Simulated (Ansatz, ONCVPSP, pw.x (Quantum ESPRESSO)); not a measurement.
What a changed setting does to a pw.x run (sc P)

Potential: optimised norm-conserving Vanderbilt (ONCV), ONCVPSP 4.0.1, PBE; core [Ne], reference 3s2 3p3; waves: 3s: rc 1.35 bohr, ncon 4, nbas 8, qcut 5.2 1/bohr, 1 projector; 3p: rc 1.65 bohr, ncon 4, nbas 7, qcut 5.9 1/bohr, 2 projectors, debl 0.9 Ha; d scattering state at 0.03 Ha: rc 1.50 bohr, ncon 4, nbas 7, qcut 7.6 1/bohr, 2 projectors, debl 2.6 Ha; local part: polynomial inside 1.30 bohr (lpopt 4, dvloc0 -1 Ha); core correction: Teter function, fcfact 5.25, rcfact 1.15.

The reference run (k-mesh 13³, cutoffs 80/320 Ry, Fermi–Dirac 0.01 Ry, mixing_beta 0.4, conv_thr 1e-9, no spin) gives 0.20 GPa at 14.621 Å³/atom, where all-electron LAPW gives 0.27 GPa. This run, with its own iteration cap, changes nosym to true.

```
&control
  calculation='scf', prefix='x', pseudo_dir='./', outdir='./tmp', tstress=.true., disk_io='none'
/
&system
  ibrav=0, nat=1, ntyp=1, ecutwfc=80, ecutrho=320, nbnd=9,
  occupations='smearing', smearing='fd', degauss=0.01, nosym=.true.
/
&electrons
  conv_thr=1e-09, mixing_beta=0.4, electron_maxstep=70
/
ATOMIC_SPECIES
P 1.0 P.UPF
CELL_PARAMETERS angstrom
  2.44526365 0.00000000 0.00000000
  0.00000000 2.44526365 0.00000000
  0.00000000 0.00000000 2.44526365
ATOMIC_POSITIONS crystal
P 0.0000 0.0000 0.0000
K_POINTS automatic
13 13 13 0 0 0
```

```bash
pw.x < P.scf.in > P.scf.out
```

Task: How does the run end?

Result: It converges in 5 iterations; the free energy moves by +0.0 meV/atom and the pressure by +0.00 GPa. The result is that of the reference run.

```
lattice parameter (alat)  =       4.6209  a.u.
     unit-cell volume          =      98.6674 (a.u.)^3
     number of electrons       =         5.00
     number of Kohn-Sham states=            9
     kinetic-energy cutoff     =      80.0000  Ry
     charge density cutoff     =     320.0000  Ry
     scf convergence threshold =      1.0E-09
     Exchange-correlation= PBE
     number of k points=  1099  Fermi-Dirac smearing, width (Ry)=  0.0100
     iteration #  1     ecut=    80.00 Ry     beta= 0.40
     total energy              =     -13.95185616 Ry
     estimated scf accuracy    <       0.00508794 Ry
     iteration #  2     ecut=    80.00 Ry     beta= 0.40
     total energy              =     -13.95198452 Ry
     estimated scf accuracy    <       0.00183761 Ry
     iteration #  3     ecut=    80.00 Ry     beta= 0.40
     total energy              =     -13.95199767 Ry
     estimated scf accuracy    <       0.00000039 Ry
     iteration #  4     ecut=    80.00 Ry     beta= 0.40
     total energy              =     -13.95199833 Ry
     estimated scf accuracy    <       0.00000012 Ry
     iteration #  5     ecut=    80.00 Ry     beta= 0.40
     the Fermi energy is    11.0361 ev
!    total energy              =     -13.95199835 Ry
     estimated scf accuracy    <          5.3E-10 Ry
     smearing contrib. (-TS)   =      -0.00129253 Ry
     The total energy is F=E-TS. E is the sum of the following terms:
     one-electron contribution =       5.26136609 Ry
     hartree contribution      =       0.42291971 Ry
     xc contribution           =      -4.28456953 Ry
     ewald contribution        =     -15.35042210 Ry
     convergence has been achieved in   5 iterations
          total   stress  (Ry/bohr**3)                   (kbar)     P=        1.95
     Message from routine punch:
     Nothing written, as per user request (disk_io='none')
```

The run took about 71 s on one core of a shared host (Intel(R) Xeon(R) 6975P-C, 192 threads, 756 GiB, load 123).
